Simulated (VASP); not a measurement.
Set up this calculation in VASP 6.6.1, as the native input.

```
Task                   : single point
Functional             : PBE
Potentials or basis    : VASP PAW PBE potentials, release 64 (K_sv, Cl_h)
Cutoff                 : 1400 eV
k mesh                 : 9 × 9 × 9
Occupations            : gaussian, width 0.02 eV
Spin                   : no spin polarisation
Further INCAR settings : ADDGRID = False; ALGO = Normal; EDIFF = 1e-08; NBANDS = 15
```

The structure of KCl lies in POSCAR:

```
KCl
1.0
    3.8391960000      0.0000000000      0.0000000000
    0.0000000000      3.8391960000      0.0000000000
    0.0000000000      0.0000000000      3.8391960000
K Cl
1 1
Direct
    0.0000000000      0.0000000000      0.0000000000
    0.5000000000      0.5000000000      0.5000000000
```

Measurements of this composition are mostly on another form, of space group No. 225.

These files were run (other wordings do the same):

INCAR

```
SYSTEM = KCl
PREC = Accurate ; ENCUT = 1400
EDIFF = 1E-8 ; ISMEAR = 0
SIGMA = 0.02 ; LREAL = .False.
LASPH = .True. ; NELM = 100
ALGO = Normal ; ISIF = 2
LWAVE = .False. ; LCHARG = .False.
GGA = PE ; NBANDS = 15
ADDGRID = .False.
```

KPOINTS

```
regular mesh
0
Gamma
  9 9 9
  0 0 0
```

Potentials or basis: VASP PAW PBE potentials, release 64 (K_sv, Cl_h).

The run is started by

```sh
$ cat potpaw_PBE.64/K_sv/POTCAR potpaw_PBE.64/Cl_h/POTCAR > POTCAR
$ mpirun -np 1 vasp_std > vasp.out
```

It gave:

| Property | Result |
| --- | --- |
| Pressure | 0.0 GPa |
| Band gap on the k mesh | 4.81 eV, indirect (least direct gap 5.00 eV) |

Caveat: an odd mesh through Γ misses points on the zone boundary, where band edges often lie.

Run time: 51 s on 1 thread of Intel(R) Xeon(R) 6975P-C (Granite Rapids), with other jobs on the host, peak memory 0.37 GiB.
